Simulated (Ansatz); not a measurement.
Straining Ir

Theory: DFT PBE, scalar-relativistic, plane waves, PAW (Ansatz 0.2.0). (420 eV cutoff, 18×18×14 k-mesh, Gaussian smearing of 0.10 eV, no spin polarisation)

Reference structure (relaxed):

```
CELL_PARAMETERS angstrom
1.93533 1.93533 0.00000
-1.93533 1.93533 0.00000
0.00000 0.00000 3.87065
ATOMIC_POSITIONS crystal
Ir 0.00000 0.00000 0.00000
Ir 0.50000 0.50000 0.50000
```

Deformation: all cell vectors scaled alike, the atoms relaxed, all within the symmetry that the strain leaves. Energies are extrapolated to zero smearing. Stress is positive in compression, on the Cartesian axes of the cell above.

Spin–orbit coupling is left out, which can shift energies with elements as heavy as these.

| strain (%) | ΔE (meV/atom) | a (Å) | b (Å) | c (Å) | σxx (GPa) | σyy (GPa) | σzz (GPa) |
| --- | --- | --- | --- | --- | --- | --- | --- |
| -3.0 | 143.9 | 2.655 | 2.655 | 3.755 | 40.00 | 40.00 | 40.16 |
| -2.0 | ? | 2.682 | 2.682 | 3.793 | ? | ? | ? |
| -1.0 | ? | 2.710 | 2.710 | 3.832 | ? | ? | ? |
| +0.0 | 0.0 | 2.737 | 2.737 | 3.871 | -0.05 | -0.05 | 0.05 |
| +1.0 | 13.8 | 2.764 | 2.764 | 3.909 | -9.67 | -9.67 | -9.58 |
| +2.0 | 52.6 | 2.792 | 2.792 | 3.948 | -17.79 | -17.79 | -17.71 |
| +3.0 | 113.5 | 2.819 | 2.819 | 3.987 | -24.60 | -24.60 | -24.53 |

Fill in the row at -2.0 %.

ΔE 61.2 meV/atom; σxx 24.54 GPa; σyy 24.54 GPa; σzz 24.67 GPa.

Fill in the row at -1.0 %.

ΔE 14.6 meV/atom; σxx 11.27 GPa; σyy 11.27 GPa; σzz 11.39 GPa.